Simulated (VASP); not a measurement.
Wanted: the native input for a VASP 6.6.1 run.

| Property | Result |
| --- | --- |
| Task | relaxation of cell and atoms |
| Functional | LDA |
| Potentials or basis | VASP PAW LDA potentials, release 64 (Te, Sb, Ge_d) |
| Cutoff | 600 eV |
| k mesh | 4 × 4 × 4 |
| Occupations | gaussian, width 0.02 eV |
| Spin | no spin polarisation |
| Ladder | gaps |
| Further INCAR settings | ALGO = Fast; EDIFF = 1e-07; IBRION = 2; EDIFFG = -0.005; NSW = 60; ISIF = 3 |

The structure of Ge2Sb2Te5 lies in POSCAR:

```
Ge2Sb2Te5
1.0
    6.8391360000     -3.0660060000      0.0000000000
    6.8391360000      3.0660060000      0.0000000000
   -6.8309770000      0.0000000000      6.8476090000
Te Sb Ge
5 2 2
Direct
    0.5947020000      0.5947020000      0.3864330000
    0.7952880000      0.7952880000      0.1961120000
    0.0083240000      0.0083240000      0.0064350000
    0.2065190000      0.2065190000      0.8098030000
    0.3999590000      0.3999590000      0.5971180000
    0.9017080000      0.9017080000      0.5878730000
    0.1118700000      0.1118700000      0.4173520000
    0.2842870000      0.2842870000      0.1878300000
    0.4973430000      0.4973430000      0.0110440000
```

The cell comes from a database or a generator and needn't be the stable form of this composition.

The input as run:

INCAR

```
  PREC = Accurate
  ENCUT = 600
  EDIFF = 1E-7
  ISMEAR = 0
  SIGMA = 0.02
  LREAL = False
  LASPH = True
  NELM = 80
  ALGO = Fast
  ISIF = 3
  LWAVE = False
  LCHARG = False
  IBRION = 2
  NSW = 60
  EDIFFG = -0.005
  KPAR = 4
```

KPOINTS

```
Automatic mesh
0
Gamma
  4 4 4
```

Potentials or basis: VASP PAW LDA potentials, release 64 (Te, Sb, Ge_d).

Command:

```sh
$ cat potpaw_LDA.64/Te/POTCAR potpaw_LDA.64/Sb/POTCAR potpaw_LDA.64/Ge_d/POTCAR > POTCAR
$ mpirun -np 4 vasp_std > vasp.out
```

Results of the run:

| Quantity | Value |
| --- | --- |
| Relaxed volume | 29.36 Å³/atom |
| Relaxed cell | a = 7.322 Å, b = 7.322 Å, c = 9.460 Å, α = 130.68°, β = 130.68°, γ = 48.07° |
| Space group after relaxing (to 0.05 Å) | Cm (No. 8) |
| Energy gained by relaxing | 32.2 meV/atom |
| Ionic steps | 40 |
| Pressure after relaxing | 0.0 GPa |
| Largest force after relaxing | 0.004 eV/Å |
| Band gap on the k mesh | 0.24 eV, indirect (least direct gap 0.29 eV) |

Caveat: spin-orbit coupling is left out, which moves the levels of the heavy elements.

Wall time 45 min on 4 MPI ranks on AMD EPYC 9R14 (Zen 4), with other jobs on the host, peak memory 0.66 GiB a rank.
